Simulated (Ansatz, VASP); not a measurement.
# One calculation of Ta, two programs

```xyz
1
Lattice="-1.4598 1.6402 1.6402 1.4598 -1.6402 1.6402 1.4598 1.6402 -1.6402" Properties=species:S:1:pos:R:3 pbc="T T T"
Ta    0.0000    0.0000    0.0000
```

Change from the starting cell: normal strain along x -0.1100, normal strain along z +0.0000.

Alike in both runs: task single point; functional PBEsol; k mesh 20 × 20 × 20; occupations gaussian, width 0.15 eV; no spin polarisation.

|  | VASP | Ansatz |
| --- | --- | --- |
| version | VASP 6.6.1 | Ansatz 0.2.0 |
| potentials or method | VASP PAW PBE potentials, release 64 (Ta_pv) | scalar-relativistic, plane waves, PAW |
| plane-wave cutoff (eV) | 520 | 420 |
| valence electrons in the cell | 11 | 13 |

```csv
,VASP,Ansatz,Ansatz less VASP
gap on the k mesh at the Fermi level (eV),none,none,-
pressure (GPa),31.9,31.3,-0.62
largest component of the traceless stress (GPa),10.40,10.36,-0.038
```

A gap of «none» marks a metal or a gap that the smearing closes. The two sets of potentials don't hold the same shells in valence. Ansatz warned: «pseudo_functional_mismatch».

Caveats: so large a pressure means that the cell lies far from this level's equilibrium, or that cutoff or potentials fall short (VASP); the potentials were made for another functional, which shifts forces and pressure (VASP). Spin-orbit coupling is left out, which matters for the levels of Ta.
